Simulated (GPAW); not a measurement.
FePt (Tetraferroplatinum):

```xyz
2
Lattice="2.7235 0.0000 0.0000 0.0000 2.7235 0.0000 0.0000 0.0000 3.7200" Properties=species:S:1:pos:R:3 pbc="T T T"
Pt    1.3618    1.3618    1.8600
Fe    0.0000    0.0000    0.0000
```

Base run:

| Item | Value |
| --- | --- |
| Program | GPAW 26.7.0 |
| Functional | PBE |
| Potentials or basis | GPAW PAW data sets (gpaw-data 1.2.1) |
| Cutoff | 600 eV |
| Basis | pw |
| k mesh | 7 × 7 × 5 |
| Occupations | fermi-dirac, width 0.05 eV |
| Spin | collinear spin, ferromagnetic start |
| Starting moments | [0.0, 3.0] μB |
| Hubbard terms | Fe d U = 2 eV |

Its results: band gap on the k mesh none (metal or under the smearing width); pressure 10.1 GPa; net moment 3.56 μB per cell; site moments Pt +0.33; Fe +3.26 μB.

Q: The run is repeated on the same cell with these changes: hubbard terms from Fe d U = 2 eV to Fe d U = 1 eV. What comes out?

A: Band gap on the k mesh none (metal or under the smearing width); pressure 7.1 GPa; net moment 3.43 μB per cell; site moments Pt +0.35; Fe +3.09 μB.

Caveats: the U is typed as a test and isn't derived for this compound.

Not every run made on this cell is shown here.
